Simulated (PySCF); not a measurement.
# C5H12B3N4: the cost of one run

Computed with PySCF 2.14.0; each step states its level. No surroundings beyond the atoms listed, unless a continuum is named. Atoms count from 0, parts from 1.

### Step 1. Starting point

24 atoms, charge 1, multiplicity 1; geometry: GFN2-xTB parts, rigid stack. Parts: 1 = atoms 0–11, `B1NBNBN1`, charge 0; 2 = atoms 12–23, `c1cc[nH+]cc1`, charge 1.

### Step 2. Counterpoise and decomposition: parallel, height 3.3, slip 0 Å, twist 0°

What the job is given:

```
{"job": {"kind": "inter", "xc": "X3LYP", "basis": "def2-SVP", "disp": "d3bj"}, "charge": 1, "multiplicity": 1, "parts": [{"atoms": "0-11", "charge": 0, "multiplicity": 1}, {"atoms": "12-23", "charge": 1, "multiplicity": 1}]}
B     -1.057884     0.974784     0.000120
N      0.305595     1.360301     0.000004
B      1.373289     0.428735    -0.000155
N      1.025469    -0.944828     0.000183
B     -0.315240    -1.403432    -0.000053
N     -1.331229    -0.415560    -0.000100
H     -1.922096     1.771096     0.000374
H      0.526204     2.344308     0.000042
H      2.495102     0.778515    -0.000647
H      1.767066    -1.628173    -0.000098
H     -0.572672    -2.550265     0.000330
H     -2.293867    -0.716107     0.000376
C      0.031561    -1.381486     3.300137
C     -1.185402    -0.707460     3.300618
C     -1.188056     0.673083     3.299128
N     -0.030682     1.342035     3.300337
C      1.156006     0.726534     3.300447
C      1.216573    -0.652706     3.299332
H      0.056103    -2.460752     3.302415
H     -2.119314    -1.246918     3.300467
H     -2.103255     1.247109     3.298191
H     -0.053979     2.360510     3.300048
H      2.044131     1.341525     3.303272
H      2.174198    -1.148942     3.296995
```

Level: X3LYP-D3(BJ)/def2-SVP interaction energy, counterpoise and uncorrected, gas phase.

Command:

```
OMP_NUM_THREADS=1 python cluster_run.py task.json out
```

One launch serves the whole session: the jobs run in the order shown.

Q: Estimate the wall time and peak memory of this first job on 1 thread of Intel Xeon Platinum 8375C at 2.90GHz, shared host.

About 83 s, with a peak of 0.62 GiB.
